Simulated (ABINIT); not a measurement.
## A GW chain in ABINIT: BAs (F-43m)

How does a plane-wave GW calculation on BAs (F-43m) run from the first input to the gap?

Program: ABINIT 10.8.3. Level of theory: PBE and many-body steps on it, plane waves. Results are calculated unless marked as measured.

**The experiments to reproduce.**

- Gap 4.12 eV: direct gap from square of absorption coefficient, average of two samples; spectroscopic ellipsometry; 300 K; bulk crystal (CVT-grown opaque bulk crystals) (“Optical properties of cubic boron arsenide”, 2019, arxiv:1911.04914).

- Gap 1.82 eV: indirect gap from Tauc plot of optical absorption; UV-visible absorption, indirect Tauc plot; 300 K; bulk crystal (three thin as-grown single crystals with the same absorption edge) (“Photoluminescence mapping and time-domain thermo-photoluminescence for rapid imaging and measurement of thermal conductivity of boron arsenide”, 2019, arxiv:1910.07149).

- Gap 2.02 eV: indirect gap from square root of absorption coefficient, average of three samples; transmission and reflection spectroscopy; 300 K; bulk crystal (CVT-grown platelets about 10 um thick) (“Optical properties of cubic boron arsenide”, 2019, arxiv:1911.04914).

**1. The structure**

Symmetry: F-43m, No. 216, cubic system. The conventional cell has a = 4.777 Å, b = 4.777 Å, c = 4.777 Å, α = 90.00°, β = 90.00°, γ = 90.00°. Nearest to B lie 4 As at 2.07 Å. Nearest to As lie 4 B at 2.07 Å. Farther neighbours are not listed.

The cell and positions come from the Crystallography Open Database and are kept as given unless a step says otherwise.

**2. Ground state**

This step: ABINIT 10.8.3; DFT, PBE, plane waves, norm-conserving pseudopotentials.

The ground-state density comes first.

run.abi

```
acell 3*1.0 Angstrom
rprim 
  -0.000000000000 2.388500000000 2.388500000000
  2.388500000000 -0.000000000000 2.388500000000
  2.388500000000 2.388500000000 -0.000000000000
ntypat 2
znucl 5 33
natom 2
typat 1 2
xred 
  0.000000000000 0.000000000000 0.000000000000
  0.250000000000 0.250000000000 0.250000000000
pp_dirpath "pseudos"
pseudos "B.upf, As.upf"
ecut 44
ngkpt 8 8 8
nshiftk 1
shiftk 0 0 0
kptopt 1
chksymbreak 0
nband 18
occopt 1
tolvrs 1e-10
nstep 60
prtwf 0
optforces 0
optstress 0
indata_prefix "in"
outdata_prefix "out"
tmpdata_prefix "tmp"
```

Launch:

```
> OMP_NUM_THREADS=1 mpirun -n 4 abinit run.abi > log
```

Numbers of over 12 decimals in the logs are rounded to 6 here.

What it wrote:

```text
.Version 10.8.3 of ABINIT. v10.8.2 released Aug 2026.

 Symmetries : space group F-4 3 m (#216); Bravais cF (face-center cubic)
================================================================================
 Values of the parameters that define the memory need of the present run
     intxc =       0    ionmov =       0      iscf =       7    lmnmax =       6
     lnmax =       6     mgfft =      40  mpssoang =       3    mqgrid =    3001
     natom =       2  nloc_mem =       1    nspden =       1   nspinor =       1
    nsppol =       1      nsym =      24    n1xccc =    2501    ntypat =       2
    occopt =       1   xclevel =       2
-    mband =          18        mffmem =           1         mkmem =           8
       mpw =        2601          nfft =       64000          nkpt =          29
================================================================================
  Rough estimation (10% accuracy) of disk space for files :
================================================================================

--------------------------------------------------------------------------------
------------- Echo of variables that govern the present computation ------------
--------------------------------------------------------------------------------
 -outvars: echo values of preprocessed input variables --------
            acell      1.8897261259E+00  1.8897261259E+00  1.8897261259E+00 Bohr

      chksymbreak           0
             ecut      4.40000000E+01 Hartree
-          fftalg         312

              ixc     -101130
              kpt      0.00000000E+00  0.00000000E+00  0.00000000E+00
                       1.25000000E-01  0.00000000E+00  0.00000000E+00
                       2.50000000E-01  0.00000000E+00  0.00000000E+00
                       3.75000000E-01  0.00000000E+00  0.00000000E+00
                       5.00000000E-01  0.00000000E+00  0.00000000E+00
                       1.25000000E-01  1.25000000E-01  0.00000000E+00
                       2.50000000E-01  1.25000000E-01  0.00000000E+00
                       3.75000000E-01  1.25000000E-01  0.00000000E+00
                       5.00000000E-01  1.25000000E-01  0.00000000E+00
   [... 18 further rows ...]
                      -3.75000000E-01  5.00000000E-01  1.25000000E-01
                      -2.50000000E-01  5.00000000E-01  2.50000000E-01
         kptrlatt        8    0    0      0    8    0      0    0    8
          kptrlen      5.10656775E+01
P           mkmem           8
            natom           2
            nband          18
            ngfft          40      40      40
             nkpt          29
            nstep          60
             nsym          24
           ntypat           2
              occ      2.000000  2.000000  2.000000  2.000000  2.000000  2.000000
                       2.000000  2.000000  2.000000  2.000000  2.000000  2.000000
                       2.000000  0.000000  0.000000  0.000000  0.000000  0.000000
        optforces           0
        optstress           0
            prtwf           0
            rprim     -0.0000000000E+00  2.3885000000E+00  2.3885000000E+00
[...]
spgroup         216

           tolvrs      1.00000000E-10

             xred      0.0000000000E+00  0.0000000000E+00  0.0000000000E+00
[...]
znucl        5.00000   33.00000

================================================================================

 chkinp: Checking input parameters for consistency.

================================================================================
== DATASET  1 ==================================================================
-   mpi_nproc: 4, omp_nthreads: 1 (-1 if OMP is not activated)

--- !DatasetInfo
iteration_state: {dtset: 1, }
dimensions: {natom: 2, nkpt: 29, mband: 18, nsppol: 1, nspinor: 1, nspden: 1, mpw: 2601, }
cutoff_energies: {ecut:  44.0, pawecutdg:  -1.0, }
electrons: {nelect:   2.60000000E+01, charge:   0.00000000E+00, occopt:   1.00000000E+00, tsmear:   1.00000000E-02, }

 Real(R)+Recip(G) space primitive vectors, cartesian coordinates (Bohr,Bohr^-1):
 R(1)=  0.0000000  4.5136109  4.5136109  G(1)= -0.1107761  0.1107761  0.1107761
 R(2)=  4.5136109  0.0000000  4.5136109  G(2)=  0.1107761 -0.1107761  0.1107761
 R(3)=  4.5136109  4.5136109  0.0000000  G(3)=  0.1107761  0.1107761 -0.1107761
 Unit cell volume ucvol=  1.8390873E+02 bohr^3
 Angles (23,13,12)=  6.00000000E+01  6.00000000E+01  6.00000000E+01 degrees

 getcut: wavevector=  0.0000  0.0000  0.0000  ngfft=  40  40  40
         ecut(hartree)=     44.000   => boxcut(ratio)=   2.09860

--- Pseudopotential description ------------------------------------------------
- B Generated using ONCVPSP code by D. R. Hamann
-  5.00000   3.00000  171031                  znucl, zion, pspdat
12 -101130 1 -1 1534                          pspcod,pspxc,lmax,lloc,mmax
     nproj     2     2     0
  pspatm : epsatm=    3.38844616
         --- l  ekb(1:nproj) -->
[...]
pspatm: atomic psp has been read  and splines computed

- As Generated using ONCVPSP code by D. R. Hamann
- 33.00000  23.00000  171031                  znucl, zion, pspdat
12 -101130 2 -1 1358                          pspcod,pspxc,lmax,lloc,mmax
     nproj     2     2     2
  pspatm : epsatm=   24.77333152
         --- l  ekb(1:nproj) -->
[...]
2  -10.105298   -4.355719
 pspatm: atomic psp has been read  and splines computed

   7.32206220E+02                                ecore*ucvol(ha*bohr**3)
--------------------------------------------------------------------------------

_setup2: Arith. and geom. avg. npw (full set) are    2564.154    2564.133

================================================================================

--- !BeginCycle
iteration_state: {dtset: 1, }
solver: {iscf: 7, nstep: 60, nline: 4, wfoptalg: 0, }
tolerances: {tolvrs: 1.00E-10, }

     iter   Etot(hartree)      deltaE(h)  residm     vres2
 ETOT  1  -307.28277226239    -3.073E+02 1.451E+00 2.107E+02
 ETOT  2  -308.18137084335    -8.986E-01 4.681E-02 9.286E+01
 ETOT  3  -308.19264815402    -1.128E-02 4.179E-02 1.329E+00
 ETOT  4  -308.19277605002    -1.279E-04 1.708E-03 3.985E-02
 ETOT  5  -308.19279338962    -1.734E-05 7.103E-05 1.145E-02
 ETOT  6  -308.19279455617    -1.167E-06 1.440E-04 2.116E-04
 ETOT  7  -308.19279456963    -1.345E-08 1.289E-05 4.646E-06
 ETOT  8  -308.19279456994    -3.171E-10 2.002E-05 4.544E-08
 ETOT  9  -308.19279456993     1.518E-11 1.139E-05 1.993E-09
 ETOT 10  -308.19279456992     1.432E-11 1.824E-05 2.264E-11

 At SCF step   10       vres2   =  2.26E-11 < tolvrs=  1.00E-10 =>converged.

--- !ResultsGS
iteration_state: {dtset: 1, }
comment   : Summary of ground state results
lattice_vectors:
- [ -0.0000000,   4.5136109,   4.5136109, ]
- [  4.5136109,  -0.0000000,   4.5136109, ]
- [  4.5136109,   4.5136109,  -0.0000000, ]
lattice_lengths: [   6.38321,    6.38321,    6.38321, ]
lattice_angles: [ 60.000,  60.000,  60.000, ] # degrees, (23, 13, 12)
lattice_volume:   1.8390873E+02
convergence: {deltae:  1.432E-11, res2:  2.264E-11, residm:  1.824E-05, diffor:  0.000E+00, }
etotal    :  -3.08192795E+02
entropy   :   0.00000000E+00
fermie    :   2.93949411E-01
cartesian_stress_tensor: null
pressure_GPa: null
xred      :
- [  0.0000E+00,   0.0000E+00,   0.0000E+00,  B]
- [  2.5000E-01,   2.5000E-01,   2.5000E-01, As]
cartesian_forces: null
force_length_stats: {min: null, max: null, mean: null, }

 Integrated electronic density in atomic spheres:
 ------------------------------------------------
 Atom  Sphere_radius  Integrated_density
    1        2.00000          2.57184315
    2        2.00000         20.47813491
================================================================================

 ----iterations are completed or convergence reached----

 Mean square residual over all n,k,spin=   60.034E-09; max=  18.236E-06
 reduced coordinates (array xred) for    2 atoms
       0.000000000000      0.000000000000      0.000000000000
       0.250000000000      0.250000000000      0.250000000000
 rms dE/dt=  0.0000E+00; max dE/dt=  0.0000E+00; dE/dt below (all hartree)
    1       0.000000000000      0.000000000000      0.000000000000
    2       0.000000000000      0.000000000000      0.000000000000

 cartesian coordinates (angstrom) at end:
    1      0.000000     0.000000     0.000000
    2      1.194250     1.194250     1.194250
 length scales=  1.889726125908  1.889726125908  1.889726125908 bohr
              =  1.000000000000  1.000000000000  1.000000000000 angstroms
 prteigrs : about to open file out_EIG
 Fermi (or HOMO) energy (hartree) =   0.29395   Average Vxc (hartree)=  -0.41185
 Eigenvalues (hartree) for nkpt=  29  k points:
 kpt#   1, nband= 18, wtk=  0.00195, kpt=  0.0000  0.0000  0.0000 (reduced coord)
  -6.52474   -4.44262   -4.44262   -4.44262   -1.02470   -1.02470   -1.02470   -1.02395
  -1.02395   -0.27205    0.29395    0.29395    0.29395    0.41483    0.41483    0.41483
   0.46596    0.64661
 prteigrs : prtvol=0 or 1, do not print more k-points.

--- !EnergyTerms
iteration_state     : {dtset: 1, }
comment             : Components of total free energy in Hartree
kinetic             :  1.38353924928963E+02
hartree             :  1.24507800013425E+02
xc                  : -2.89029142097494E+01
Ewald energy        : -1.42752833839720E+02
psp_core            :  3.98135661095920E+00
local_psp           : -3.25924045357233E+02
non_local_psp       : -7.74560827165594E+01
total_energy        : -3.08192794569915E+02
total_energy_eV     : -8.38635317127023E+03
band_energy         : -4.95260199424559E+01

== END DATASET(S) ==============================================================
================================================================================

 -outvars: echo values of variables after computation  --------
           etotal     -3.0819279457E+02
            nband          18
             nkpt          29
          spgroup         216
 [... the other variables as echoed above ...]

 Calculation completed.
```

Run time: 16 s. Hardware: 4 MPI ranks of Arm Neoverse V1, shared host; peak memory 0.3 GiB; 63 s of CPU time.

This step gave:

| Property | Result |
| --- | --- |
| total energy | -8386.3532 eV |
| gap | 1.208 eV |
| k of the valence top | 0, 0, 0 |
| k of the conduction bottom | 0.375, 0.375, 0 |
| least direct gap | 3.289 eV |

The gap is indirect, with the least direct gap 2.08 eV higher.

(Part 1 of 3 ends here.)

[Paths, hosts, dates, memory and timing lines, banners, echoed tables and standing remarks are left out of the program output.]

[Logs are printed without paths, hosts, clocks, repeated set-up lines and the standing remarks that a program may print on its own settings, such as how far it seeks lower states.]

[Runs of the session that timed out or met a known fault of the program may be left out.]

[Hosts, paths, dates, database ids (printed as entryN), source tags and the programs' standing remarks are cut or masked in the printed files.]

[G0W0 gaps are taken among the corrected bands and points alone; a level outside them can change the order at an edge.]

[Where Ansatz stands beside ABINIT at settings called matched, ABINIT's density can come from a denser mesh and the files from another edition; pairs whose starting gaps differed by over 0.03 eV were left out, so agreement reads better than it is.]
